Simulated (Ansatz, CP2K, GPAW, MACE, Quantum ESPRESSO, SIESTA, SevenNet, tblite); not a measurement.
# Codes compared on H-capped AlAs nanowire along [111] (40 atoms)

How near do other programs and methods come to a plane-wave reference for H-capped AlAs nanowire along [111] (40 atoms)? A plane-wave run serves as the reference.

Program: Quantum ESPRESSO 7.5. Level of theory: Kohn-Sham DFT, PBE, SSSP efficiency 1.3.0 pseudopotentials, plane waves. Results are calculated unless marked as measured.

### 1. The structure

The cell holds 40 atoms: 9 Al, 9 As and 22 H. Its edges and angles: a = 19.586 Å, b = 16.545 Å, c = 9.805 Å, α = 90.0°, β = 90.0°, γ = 90.0°. It derives from AlAs (zinc-blende). Diamond section of size parameter 4.53 Å cut from zinc-blende AlAs (a = 5.661 Å) along [111], 1 period, broken bonds capped with H, 9 Å of vacuum. Then every atom was moved at random, 0.05 Å r.m.s. a Cartesian component (hydrogen 0.6 of that). Regions: wire, 18 atoms (9 Al and 9 As); hydrogen, 22 atoms (22 H). Vacuum lies along a and b. The structure's axis is c.

### 2. Plane-wave reference

Input file pw.in:

```
&control
  calculation = 'scf'
  pseudo_dir = './pseudo'
  outdir = './tmp'
  disk_io = 'none'
  tprnfor = .true.
/
&system
  ibrav = 0
  nat = 40
  ntyp = 3
  ecutwfc = 45
  ecutrho = 360
  nosym = .true.
  occupations = 'smearing'
  smearing = 'fd'
  degauss = 0.003675
/
&electrons
  conv_thr = 2.0e-07
  electron_maxstep = 100
  mixing_beta = 0.2
  mixing_mode = 'local-TF'
  diagonalization = 'david'
/
ATOMIC_SPECIES
Al 26.982 Al.upf
As 74.922 As.upf
H 1.008 H.upf
CELL_PARAMETERS angstrom
19.58599 0.00000 0.00000
0.00000 16.54490 0.00000
0.00000 0.00000 9.80514
ATOMIC_POSITIONS crystal
Al 0.40017 0.43473 0.33057
As 0.39726 0.43327 0.58988
Al 0.29761 0.49961 0.99660
As 0.29248 0.50596 0.24116
Al 0.39372 0.57019 0.66616
As 0.39667 0.57266 0.91203
Al 0.60022 0.43476 0.33891
As 0.60208 0.43327 0.58435
Al 0.49938 0.36368 0.66431
As 0.50020 0.35906 0.91517
Al 0.49930 0.50529 0.99436
As 0.50204 0.49254 0.25247
[... 24 atom lines left out ...]
H 0.70472 0.41408 0.94788
H 0.76765 0.54793 0.94582
H 0.76893 0.45571 0.30449
H 0.70368 0.59271 0.30072
K_POINTS gamma
```

Started as:

```console
OMP_NUM_THREADS=1 mpirun -np 4 pw.x -in pw.in > output.txt
```

The program printed:

```text
Program PWSCF
     gamma-point specific algorithms are used
     Parallelization info
     sticks:   dense  smooth     PW     G-vecs:    dense   smooth      PW
     Min        8288    4144   1036               618299   218627   27335
     Max        8293    4146   1038               618302   218630   27338
     Sum       33163   16579   4149              2473201   874513  109347
     bravais-lattice index     =            0
     lattice parameter (alat)  =      37.0122  a.u.
     unit-cell volume          =   21441.7424 (a.u.)^3
     number of atoms/cell      =           40
     number of atomic types    =            3
     number of electrons       =        94.00
     number of Kohn-Sham states=           56
     kinetic-energy cutoff     =      45.0000  Ry
[... lines left out ...]
     scf convergence threshold =      2.0E-07
[... lines left out ...]
     number of k points=     1  Fermi-Dirac smearing, width (Ry)=  0.0037
[... lines left out ...]
     total energy              =    -545.26572089 Ry
[... lines left out ...]
     total energy              =    -544.61712712 Ry
[... lines left out ...]
     total energy              =    -544.83070172 Ry
[... lines left out ...]
     total energy              =    -544.81419071 Ry
[... lines left out ...]
     total energy              =    -544.81418829 Ry
[... lines left out ...]
     iteration # 21     ecut=    45.00 Ry     beta= 0.20
     negative rho (up, down):  7.922E-05 0.000E+00
     End of self-consistent calculation
          k = 0.0000 0.0000 0.0000 ( 54674 PWs)   bands (ev):
   -15.8599 -15.5030 -15.4442 -15.2188 -15.0106 -14.9569 -14.6650 -14.5478
   -14.2889  -9.5345  -9.4907  -9.3640  -9.3054  -9.2755  -9.2079  -9.1949
    -9.0959  -8.9952  -8.8969  -8.7085  -8.4590  -7.8444  -7.8079  -7.6540
    -7.5214  -7.2826  -7.0937  -6.8856  -6.7596  -6.4456  -6.3717  -6.2780
    -6.1832  -5.9968  -5.9541  -5.8168  -5.6888  -5.5680  -5.4773  -5.4155
    -5.2717  -5.1827  -5.0317  -4.7868  -4.7769  -4.6799  -4.5770  -1.2816
    -1.2109  -1.0408  -0.9922  -0.8299  -0.7853  -0.5594  -0.3892  -0.3389
     the Fermi energy is    -2.9366 ev
!    total energy              =    -544.81418724 Ry
     estimated scf accuracy    <       0.00000020 Ry
     smearing contrib. (-TS)   =      -0.00000000 Ry
     internal energy E=F+TS    =    -544.81418724 Ry
     The total energy is F=E-TS. E is the sum of the following terms:
     one-electron contribution =    -882.91108986 Ry
     hartree contribution      =     452.90281912 Ry
     xc contribution           =    -121.02265796 Ry
     ewald contribution        =     318.46786596 Ry
     one-center paw contrib.   =    -312.25112450 Ry
     convergence has been achieved in  21 iterations
     negative rho (up, down):  7.922E-05 0.000E+00
     Forces acting on atoms (cartesian axes, Ry/au):
     atom    1 type  1   force =    -0.04244348   -0.04120386    0.00836967
     atom    2 type  2   force =     0.02555520    0.00569558   -0.02944589
     atom    3 type  1   force =    -0.04394643    0.04292111   -0.02100598
[...]
atom   39 type  3   force =    -0.04085999    0.03383947   -0.00649375
     atom   40 type  3   force =     0.01107597   -0.04192528   -0.00618316
     Total force =     0.339228     Total SCF correction =     0.000407
     Message from routine punch:
     Nothing written, as per user request (disk_io='none')
```

Elapsed: 2.2 min, on 4 MPI ranks of Arm Neoverse V2, shared host; peak memory 4.8 GiB.

Banners, paths, timers and routine set-up lines are dropped from the logs unmarked, and long logs keep their key lines alone; longer cuts are marked.

Numbers from this run:

```
r.m.s. force component                           : 0.7962 eV/Å
longest force                                    : 3.657 eV/Å
gap (highest filled to lowest empty level) : 3.295 eV
```

### 3. Structure statistics

Normalised to the volume that the atoms fill. g(r), total and by pair (bins of 0.2 Å):

| r (Å) | total | H-H | H-Al | H-As | Al-Al | Al-As | As-As |
| --- | --- | --- | --- | --- | --- | --- | --- |
| 1.40 | 1.08 | 0.00 | 1.16 | 3.23 | 0.00 | 0.00 | 0.00 |
| 1.60 | 4.23 | 0.00 | 9.35 | 7.78 | 0.00 | 0.00 | 0.00 |
| 1.80 | 0.00 | 0.00 | 0.00 | 0.00 | 0.00 | 0.00 | 0.00 |
| 2.00 | 0.00 | 0.00 | 0.00 | 0.00 | 0.00 | 0.00 | 0.00 |
| 2.20 | 0.00 | 0.00 | 0.00 | 0.00 | 0.00 | 0.00 | 0.00 |
| 2.40 | 1.90 | 0.31 | 0.00 | 0.00 | 0.00 | 17.80 | 0.00 |
| 2.60 | 1.07 | 1.47 | 0.00 | 0.00 | 0.00 | 6.25 | 0.00 |
| 2.80 | 0.00 | 0.00 | 0.00 | 0.00 | 0.00 | 0.00 | 0.00 |
| 3.00 | 0.00 | 0.00 | 0.00 | 0.00 | 0.00 | 0.00 | 0.00 |
| 3.20 | 2.02 | 2.30 | 2.66 | 2.70 | 0.00 | 0.00 | 0.00 |
| 3.40 | 1.50 | 0.00 | 3.16 | 2.90 | 0.00 | 0.00 | 0.00 |
| 3.60 | 0.05 | 0.00 | 0.00 | 0.19 | 0.00 | 0.00 | 0.00 |
| 3.80 | 1.06 | 3.23 | 0.00 | 0.00 | 0.77 | 0.00 | 0.77 |
| 4.00 | 2.54 | 2.17 | 1.01 | 0.70 | 15.96 | 0.00 | 12.90 |
| 4.20 | 1.80 | 0.00 | 2.75 | 3.69 | 0.68 | 0.00 | 3.35 |
| 4.40 | 0.83 | 0.39 | 1.75 | 1.11 | 0.00 | 0.00 | 0.00 |
| 4.60 | 0.90 | 0.93 | 0.00 | 0.00 | 0.00 | 6.12 | 0.00 |
| 4.80 | 0.51 | 0.34 | 0.00 | 0.00 | 0.00 | 4.06 | 0.00 |
| 5.00 | 0.26 | 0.00 | 0.56 | 0.48 | 0.00 | 0.00 | 0.00 |
| 5.20 | 0.77 | 0.00 | 1.31 | 1.80 | 0.00 | 0.00 | 0.00 |
| 5.40 | 0.77 | 0.32 | 1.55 | 1.15 | 0.00 | 0.00 | 0.00 |
| 5.60 | 0.50 | 1.03 | 0.00 | 0.00 | 2.18 | 0.00 | 1.45 |
| 5.80 | 0.25 | 0.58 | 0.00 | 0.00 | 0.34 | 0.00 | 1.05 |
| 6.00 | 0.49 | 0.10 | 1.10 | 0.38 | 0.00 | 0.94 | 0.00 |
| 6.20 | 0.65 | 0.20 | 0.12 | 0.99 | 0.00 | 3.13 | 0.00 |
| 6.40 | 0.63 | 1.03 | 0.86 | 0.46 | 0.00 | 0.00 | 0.00 |
| 6.60 | 0.95 | 0.45 | 1.40 | 1.88 | 0.00 | 0.00 | 0.00 |
| 6.80 | 0.49 | 0.79 | 0.31 | 0.05 | 1.72 | 0.00 | 1.47 |

Bonds by pair of elements; cutoffs follow the first minimum of g(r), held within bounds set by covalent radii, and pairs that aren't listed don't count as bonded (cutoffs were set anew for this text, so counts can differ from the run's own analysis):

| pair A-B | cutoff (Å) | bonds | mean length (Å) | spread (Å) | shortest (Å) | B about A | A about B |
| --- | --- | --- | --- | --- | --- | --- | --- |
| H-Al | 2.08 | 11 | 1.58 | 0.077 | 1.42 | 0.5 | 1.22 |
| H-As | 1.88 | 11 | 1.54 | 0.047 | 1.49 | 0.5 | 1.22 |
| Al-As | 2.98 | 25 | 2.45 | 0.071 | 2.31 | 2.78 | 2.78 |

How many atoms have how many bonded neighbours:

| element | mean | 1 | 4 |
| --- | --- | --- | --- |
| Al | 4 | 0 | 9 |
| As | 4 | 0 | 9 |
| H | 1 | 22 | 0 |

### 4. What was run beside it

The programs:
- CP2K 2026.2: Gaussian basis with GTH pseudopotentials and a plane-wave density; labels give functional, basis (MOLOPT sets; SR short-range, UZH the newer set with its own potentials), grid cutoff/relative cutoff and solver (OT: orbital transformation; TRS4, TC2, SIGN: linear-scaling purification with its sparsity filter), or its built-in tight binding.
- GPAW 26.7.0: PAW with atomic orbitals (LCAO), plane waves or a real-space grid of spacing h.
- MACE: machine-learned potential, published weights.
- Quantum ESPRESSO 7.5: plane waves; labels (QE) give functional, pseudopotential set and cutoffs of waves/density.
- SIESTA 5.4.2: numerical atomic orbitals, whose automatically made sets are far from complete, with PseudoDojo norm-conserving potentials that we converted to its format (checked against plane waves on the same files for H, C, O, Si, Ge and Ca alone); labels give functional, basis size, energy shift and mesh cutoff.
- SevenNet: machine-learned potential, published weights.
- tblite 0.8.0: extended tight binding, driven from Python.

All use the same cell and atoms; the electronic-structure runs use the same k-mesh, and an electronic temperature of 580 K (0.05 eV) where levels are smeared.

Differences are against the plane-wave reference, forces as r.m.s. over components; share is that over the reference's r.m.s. force, slope the least-squares factor from reference forces to these. Total energies of different programs have different zeros and aren't compared.

| run | Δ force, r.m.s. (meV/Å) | share (%) | slope | Δ gap (eV) | cores | CPU time | memory (GiB) |
| --- | --- | --- | --- | --- | --- | --- | --- |
| reference | - | - | - | - | 4 | 8.8 min | 4.8 |
| CP2K PBE, DZVP-MOLOPT-SR, 315/50 Ry, diagonalisation (coarse) | 83.1 | 10.4 | 1.029 | 0.199 | 1 | 2.2 min | 2.8 |
| CP2K PBE, DZVP-MOLOPT-SR, 450/50 Ry, diagonalisation | 83.0 | 10.4 | 1.029 | 0.199 | 1 | 3.8 min | 4.5 |
| CP2K PBE, DZVP-MOLOPT-SR, 450/70 Ry, diagonalisation | 83.0 | 10.4 | 1.029 | 0.199 | 1 | 4.1 min | 4.5 |
| CP2K PBE, DZVP-MOLOPT-SR, 630/50 Ry, diagonalisation | 83.0 | 10.4 | 1.029 | 0.199 | 2 | 6 min | 7.5 |
| CP2K PBE, DZVP-UZH, 450/50 Ry, diagonalisation | 38.8 | 4.88 | 0.997 | 0.0506 | 2 | 4.5 min | 4.6 |
| CP2K PBE, SZV-MOLOPT-SR, 450/50 Ry, diagonalisation (coarse) | 373 | 46.8 | 1.187 | 1.26 | 1 | 3.3 min | 4.5 |
| CP2K PBE, TZVP-MOLOPT (SR for Al, As), 450/50 Ry, diagonalisation | 35.4 | 4.45 | 0.992 | 0.0559 | 2 | 6.1 min | 4.6 |
| GPAW PBE, LCAO dzp, h 0.15 Å | 59.8 | 7.52 | 1.019 | 0.125 | 1 | 73 s | 2.9 |
| GPAW PBE, LCAO dzp, h 0.2 Å | 61.9 | 7.77 | 1.021 | 0.125 | 1 | 33 s | 1.2 |
| GPAW PBE, LCAO dzp, h 0.2 Å, other mixer settings | 61.6 | 7.73 | 1.021 | 0.125 | 1 | 50 s | 1.1 |
| GPAW PBE, LCAO szp(dzp), h 0.2 Å (coarse) | 461 | 57.9 | 1.019 | 0.109 | 1 | 29 s | 1.2 |
| GPAW PBE, grid h 0.18 Å | 8.23 | 1.03 | 1.005 | 0.0056 | 4 | 4.9 min | 4.0 |
| MACE MPA-0 medium potential | 167 | 21.0 | 1.006 | - | 1 | 6.2 s | 0.69 |
| QE PBE+D3(BJ), sssp-1.3.0-efficiency, 45/360 Ry | 26.8 | 3.37 | 0.998 | 0 | 4 | 8.7 min | 4.9 |
| QE PBE, sssp-1.3.0-efficiency, 30/240 Ry (coarse) | 6.88 | 0.864 | 0.999 | 0.0019 | 4 | 5.8 min | 2.8 |
| SIESTA PBE, DZ, shift 0.01 Ry, mesh 300 Ry (coarse) | 85.6 | 10.7 | 1.055 | 0.640 | 1 | 47 s | 0.75 |
| SIESTA PBE, DZP, shift 0.002 Ry, mesh 300 Ry | 98.5 | 12.4 | 1.042 | 0.214 | 1 | 2.6 min | 1.2 |
| SIESTA PBE, DZP, shift 0.01 Ry, mesh 100 Ry (coarse) | 82.1 | 10.3 | 1.044 | 0.265 | 1 | 18 s | 0.31 |
| SIESTA PBE, DZP, shift 0.01 Ry, mesh 300 Ry | 51.1 | 6.42 | 1.039 | 0.263 | 1 | 84 s | 0.95 |
| SevenNet 0 potential | 314 | 39.4 | 0.790 | - | 1 | 6.3 s | 0.6 |
| SevenNet l3i5 potential | 265 | 33.3 | 0.876 | - | 1 | 7.2 s | 0.73 |
| tblite GFN2-xTB | 281 | 35.3 | 0.723 | - | 1 | 1.1 s | 0.19 |
| tblite IPEA1-xTB | 422 | 53.1 | 0.778 | - | 1 | 0.87 s | 0.19 |

Rows marked coarse were listed beforehand as settings not expected to be converged; some can still land near the reference.

Times of the machine-learned potentials are mostly Python's start and the loading of weights.

CPU time is summed over cores on a shared host, where runs went side by side, so it is rough. Symmetry, cutoffs, thresholds, outputs and thread counts weren't matched or tuned between programs; memory under MPI is the largest rank's times the ranks.

Runs without a result: CP2K GFN1-xTB, diagonalisation (not converged, the SCF not settling); SIESTA vdW-DF, PBE potentials, DZP, shift 0.01 Ry, mesh 300 Ry (cut off at its time limit of 6.9 min); CP2K PBE+rVV10L, DZVP-MOLOPT-SR, 450/50 Ry, diagonalisation (ended with an error).

Mean charges by element (e), by run and scheme:

| run | scheme | Al | As | H |
| --- | --- | --- | --- | --- |
| CP2K PBE, DZVP-MOLOPT-SR, 315/50 Ry, diagonalisation | Mulliken | +0.17 | -0.42 | +0.10 |
| CP2K PBE, DZVP-MOLOPT-SR, 450/50 Ry, diagonalisation | Mulliken | +0.17 | -0.42 | +0.10 |
| CP2K PBE, DZVP-MOLOPT-SR, 450/70 Ry, diagonalisation | Mulliken | +0.17 | -0.42 | +0.10 |
| CP2K PBE, DZVP-MOLOPT-SR, 630/50 Ry, diagonalisation | Mulliken | +0.17 | -0.42 | +0.10 |
| CP2K PBE, DZVP-UZH, 450/50 Ry, diagonalisation | Mulliken | +0.40 | -0.27 | -0.05 |
| CP2K PBE, TZVP-MOLOPT (SR for Al, As), 450/50 Ry, diagonalisation | Mulliken | +0.28 | -0.12 | -0.07 |
| SIESTA PBE, DZP, shift 0.002 Ry, mesh 300 Ry | Hirshfeld | +0.18 | +0.01 | -0.08 |
| SIESTA PBE, DZP, shift 0.01 Ry, mesh 300 Ry | Hirshfeld | +0.14 | +0.06 | -0.08 |
| tblite GFN2-xTB | Mulliken | +0.29 | -0.06 | -0.09 |
| tblite IPEA1-xTB | Mulliken | +0.13 | -0.04 | -0.04 |

Within one program, basis, potentials and functional, energies share a zero. Each run against its twin at the usual cutoff or grid and solver:

| run | twin | Δ energy (meV/atom) | Δ force, r.m.s. (meV/Å) | CPU time over the twin's |
| --- | --- | --- | --- | --- |
| CP2K PBE, DZVP-MOLOPT-SR, 315/50 Ry, diagonalisation | DZVP-MOLOPT-SR, 450/50 Ry, diagonalisation | -0.0017 | 0.195 | 0.59 |
| CP2K PBE, DZVP-MOLOPT-SR, 450/70 Ry, diagonalisation | DZVP-MOLOPT-SR, 450/50 Ry, diagonalisation | 1.0e-4 | 0.002 | 1.1 |
| CP2K PBE, DZVP-MOLOPT-SR, 630/50 Ry, diagonalisation | DZVP-MOLOPT-SR, 450/50 Ry, diagonalisation | -5.0e-4 | 0.058 | 1.6 (this twin ran on 1 cores) |
| GPAW PBE, LCAO dzp, h 0.15 Å | LCAO dzp, h 0.2 Å | -12.6 | 7.45 | 2.2 |
| GPAW PBE, LCAO dzp, h 0.2 Å, other mixer settings | LCAO dzp, h 0.2 Å | 0 | 0.615 | 1.5 |
| QE PBE, sssp-1.3.0-efficiency, 30/240 Ry | sssp-1.3.0-efficiency, 45/360 Ry | 15.0 | 6.88 | 0.66 |
| SIESTA PBE, DZP, shift 0.01 Ry, mesh 100 Ry | DZP, shift 0.01 Ry, mesh 300 Ry | -50.8 | 61.6 | 0.21 |

### 5. What came out

| Quantity | Value |
| --- | --- |
| reference r.m.s. force component | 0.796 eV/Å |
| nearest in forces | QE PBE, sssp-1.3.0-efficiency, 30/240 Ry (coarse), 0.86 % |
| farthest in forces | GPAW PBE, LCAO szp(dzp), h 0.2 Å (coarse), 58 % |
| cheapest electronic-structure run beside the reference | tblite IPEA1-xTB, 0.87 s of CPU time |

What this shows: PBE on plane waves or a grid with other potentials, cutoffs or grids, coarse settings apart, differs from the reference by 1.0 % (GPAW PBE, grid h 0.18 Å) of the r.m.s. force; this holds the reference's own error, so differences of a few per cent don't tell which side is nearer the exact PBE result. The PBE runs in local orbitals, coarse settings apart, differ by 4.4 % (CP2K PBE, TZVP-MOLOPT (SR for Al, As), 450/50 Ry, diagonalisation) to 12 % (SIESTA PBE, DZP, shift 0.002 Ry, mesh 300 Ry); basis, grid and potentials can all enter. Tight binding differs by 35 % (tblite GFN2-xTB) to 53 % (tblite IPEA1-xTB); it is another model, with fitted parameters of its own, and the xTB methods hold dispersion. Machine-learned potentials differ by 21 % (MACE MPA-0 medium potential) to 39 % (SevenNet 0 potential); they were trained on other programs' data. Among those trained on PBE data the slope goes as low as 0.79, which softening far from their training structures can give, though the reference's k-sampling is untested too. In the reference's own program, potentials and cutoffs, a change of model alone moves forces by 3.4 % (QE PBE+D3(BJ), sssp-1.3.0-efficiency, 45/360 Ry). IPEA1-xTB was fitted to ionisation energies and electron affinities, not to forces or charges. Runs with settings chosen to be coarse differ by 0.86 % (QE PBE, sssp-1.3.0-efficiency, 30/240 Ry) to 58 % (GPAW PBE, LCAO szp(dzp), h 0.2 Å), their programs' other errors included. Of the electronic-structure runs that take under half the reference's CPU time, SIESTA PBE, DZP, shift 0.01 Ry, mesh 300 Ry comes nearest, at 6.4 % in 84 s against 8.8 min. At the same functional, gaps differ from the reference's 3.30 eV by between +0.00 and +1.26 eV. A likely cause of the wide gaps: compact atomic orbitals describe empty levels worse than filled ones. These are spacings on the run's k-points, which needn't hold the band edges. Charges hang on model, scheme and program or settings: among these rows the mean for As runs from -0.42 to +0.06 e, even in sign. In the reference: filled and empty levels are parted by 3.30 eV on the run's k-points; the mesh holds the band edges only if they fold onto it, so the gap at this level can be narrower or closed, and states at the surface or the caps may set it. In the reference: for some of the pairs, g(r) has its first main peak near 1.57 Å (H-Al), 1.53 Å (H-As), 3.98 Å (Al-Al), 2.44 Å (Al-As) and 4.02 Å (As-As). Periodic xTB results under one method name differ between programs and library versions. The potentials hold different valence shells: 94 electrons in the reference, 184 in SIESTA; this bears on time and differences. Machine-learned potentials mimic data converged in k, so the reference's own k-point error enters their differences. Caps of real hydrogen don't mimic the fractional bonds of a polar compound, so surface states and strained caps may belong to the model. The electronic-structure runs sample only Γ, in a cell whose periodic width is 10 Å.

[Also dropped from logs without a mark: logging warnings of Python, and SIESTA's first energy breakdown and zero terms.]

[Logs are printed without paths, hosts, clocks, repeated set-up lines and the standing remarks that a program may print on its own settings, such as how far it seeks lower states.]

[Hosts, paths, dates, database ids (printed as entryN), source tags and the programs' standing remarks are cut or masked in the printed files.]
